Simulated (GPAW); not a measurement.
Runs of GPAW 26.7.0 on CoO. It takes space group Fm-3m (No. 225, cubic). Conventional cell: a = 4.263 Å, b = 4.263 Å, c = 4.263 Å, α = 90.00°, β = 90.00°, γ = 90.00°. Co (site symmetry m-3m) is surrounded by 6 O at 2.13 Å. O (site symmetry m-3m) is surrounded by 6 Co at 2.13 Å. 

| task | level | potentials or basis | U | cell | k mesh | smearing | optimizer | fmax | max steps | convergence | band path | gap on the mesh (eV) | pressure (GPa) | moment (μB) | relaxed volume (Å³/atom) |
| --- | --- | --- | --- | --- | --- | --- | --- | --- | --- | --- | --- | --- | --- | --- | --- |
| relaxation of cell and atoms | LDA | the program's PAW data sets (release 1.2.1) made for this functional, pw | - | relaxed | 11 × 11 × 11 | fermi-dirac 0.05 eV | BFGS | 0.02 eV/Å | 40 | density=1e-05 forces=0.0001 | - | none | 0.2 | (b) | 8.53 |
| relaxation of cell and atoms | PBEsol | PAW data sets generated in the run's folder for this functional, pw | - | relaxed | 9 × 9 × 9 | fermi-dirac 0.05 eV | BFGS | 0.02 eV/Å | 60 | density=1e-05 forces=0.0001 | - | none | 0.3 | 2.76 | (c) |
| band structure | PBE+U | GPAW PAW data sets (gpaw-data 1.2.1), pw | Co d U = 5 eV | as given | 9 × 9 × 9 | fermi-dirac 0.05 eV | - | - | - | - | GXWKGLUWLK,UX | - | 2.0 | 3.00 | - |
| relaxation of cell and atoms | BLYP+D3(BJ) | PAW data sets generated in the run's folder for this functional, pw | - | relaxed | 11 × 11 × 11 | fermi-dirac 0.05 eV | BFGS | 0.02 eV/Å | 100 | density=1e-05 forces=0.0001 | - | none | 0.2 | 2.80 | 9.65 |
| band structure | PBEsol+U | PAW data sets generated in the run's folder for this functional, pw | Co d U = 2 eV | as given | 11 × 11 × 11 | fermi-dirac 0.05 eV | - | - | - | - | GXWKGLUWLK,UX | - | -8.5 | 3.00 | - |
| band structure | RPBE | the program's PAW data sets (release 1.2.1) made for this functional, pw | - | as given | 11 × 11 × 11 | fermi-dirac 0.05 eV | - | - | - | - | GXWKGLUWLK,UX | - | 4.7 | 2.96 | - |
| single point | PBEsol | PAW data sets generated in the run's folder for this functional, pw | - | as given | 11 × 11 × 11 | fermi-dirac 0.05 eV | - | - | - | - | - | none | -10.0 | 2.96 | - |
| single point | PBE | GPAW PAW data sets (gpaw-data 1.2.1), pw | - | as given | 11 × 11 × 11 | gaussian 0.013 eV | - | - | - | - | - | none | -1.0 | 2.99 | - |
| single point | PBE | GPAW PAW data sets (gpaw-data 1.2.1), pw | - | as given | 11 × 11 × 11 | gaussian 0.028 eV | - | - | - | - | - | none | (a) | 2.98 | - |
| relaxation of cell and atoms | BLYP | PAW data sets generated in the run's folder for this functional, pw | - | relaxed | 11 × 11 × 11 | fermi-dirac 0.05 eV | BFGS | 0.05 eV/Å | 60 | density=1e-05 forces=0.0001 | - | none | 0.1 | 2.89 | 9.99 |
| band structure | PBEsol+U | PAW data sets generated in the run's folder for this functional, pw | Co d U = 8 eV | as given | 11 × 11 × 11 | fermi-dirac 0.05 eV | - | - | - | - | GXWKGLUWLK,UX | - | -4.8 | 3.00 | - |

Alike in all rows: spin collinear, ferromagnetic start; cutoff (eV) 800.

Question: Fill in the values left out.

Answer: (a) -1.1; (b) 2.21; (c) 9.09.

Caveats: a cell with one magnetic atom can't hold antiferromagnetic order, which such compounds often take; semilocal functionals often make such compounds metallic where correlation or magnetic order opens a gap, which also shifts bond lengths (some runs); each step starts from the last one's moments, so a moment once lost doesn't come back (some runs); later steps reuse the first step's grids (some runs); the volume moved by -12 % from the deposited cell, more than functionals usually miss (some runs); pairwise dispersion overbinds metals, which lowers pressure and volume (some runs).

A k mesh can miss the band edges.

A gap of «none» marks a metal or a gap under the smearing width.

Not every run made on this cell is shown here.
